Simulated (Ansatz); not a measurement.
# SnSe: the cost of one run

Computed with the Python package of Ansatz 0.2.0. Level of theory: DFT PBEsol, plane waves, PAW.

**1. Starting point**

Symmetry: P4/nmm, No. 129, tetragonal system. Conventional cell: a = 4.285 Å, b = 4.285 Å, c = 10.991 Å, α = 90.00°, β = 90.00°, γ = 90.00°. Sn (site symmetry 4mm) has 5 Se at 2.68 to 3.03 Å as nearest neighbours. Se (site symmetry 4mm) has 5 Sn at 2.68 to 3.03 Å as nearest neighbours.

No structure file is read: the coordinates are typed or built in the script.

**2. Script**

run_ecut.py

```python
"""Convergence of SnSe with the plane-wave cutoff."""

import ansatz as az
from ase import Atoms
import matplotlib.pyplot as plt

atoms = Atoms(
    ["Sn", "Sn", "Se", "Se"],
    scaled_positions=[
        (0.5, 0.0, 0.37222911),
        (0.0, 0.5, 0.62777089),
        (0.5, 0.0, 0.61603949),
        (0.0, 0.5, 0.38396051),
    ],
    cell=[
        (4.28532742, 0.0, 0.0),
        (0.0, 4.28532742, 0.0),
        (0.0, 0.0, 10.99069213),
    ],
    pbc=True,
)
cell = az.Crystal.from_ase(atoms)

setup = (
    cell.calculation()
    .occupations("fermi_dirac")
    .functional("pbesol")
    .kpoints(6, 6, 2)
    .forces()
    .stress()  # positive in compression
)

rows = []
for value in [250, 300, 350, 400]:
    rep = setup.basis(value).run().report
    rows.append((value, rep["free_energy_ev"] / len(rep["lattice"]["sites"]), rep["n_iterations"], sum(rep["stress_gpa"][i][i] for i in range(3)) / 3, max(abs(f) for row in rep["forces_ev_ang"] for f in row), rep["n_pw"]))

print(" cutoff (eV)   F/atom (eV)    iterations       P (GPa)  max component (eV/A)   plane waves")
for row in rows:
    print(f"{str(row[0]):>12s}  {row[1]:12.5f}  {row[2]:12d}  {row[3]:12.3f}  {row[4]:20.4f}  {row[5]:12d}")

# the last row is the reference
for row in rows[:-1]:
    shift = 1000 * (row[1] - rows[-1][1])
    print(f"{row[0]}: {shift:+.2f} meV/atom" + ("  (within 5 meV)" if abs(shift) < 5 else ""))
plt.figure(figsize=(4.5, 3))
plt.plot([str(row[0]) for row in rows], [1000 * (row[1] - rows[-1][1]) for row in rows], "o-")
plt.xlabel("cutoff (eV)")
plt.ylabel("F - F(last) (meV/atom)")
plt.tight_layout()
plt.savefig("ecut.png", dpi=100)
```

**3. What the engine is handed**

The package turns the script's settings into the engine's input (first run):

```yaml
crystal:
  lattice:
    - [4.28532742, 0.0, 0.0]
    - [0.0, 4.28532742, 0.0]
    - [0.0, 0.0, 10.99069213]
  atoms:
    - { symbol: Sn, position: [0.5, 0.0, 0.37222911] }
    - { symbol: Sn, position: [0.0, 0.5, 0.62777089] }
    - { symbol: Se, position: [0.5, 0.0, 0.61603949] }
    - { symbol: Se, position: [0.0, 0.5, 0.38396051] }
basis:
  ecutwfc: 250.0
kpoints:
  mp_grid:
    grid: [6, 6, 2]
hamiltonian:
  xc: pbesol
scf:
  occupations:
    method: fermi_dirac
output:
  forces: true
  stress: true
```

**4. Running it**

The run is started by

```bash
$ python run_ecut.py
```

**Question.** How long does this script take on 1 thread of Intel Xeon Platinum 8259CL at 2.50GHz (Skylake/Cascade Lake), shared host, and how much memory does it need?

About 34 s, with a peak of 0.59 GiB.
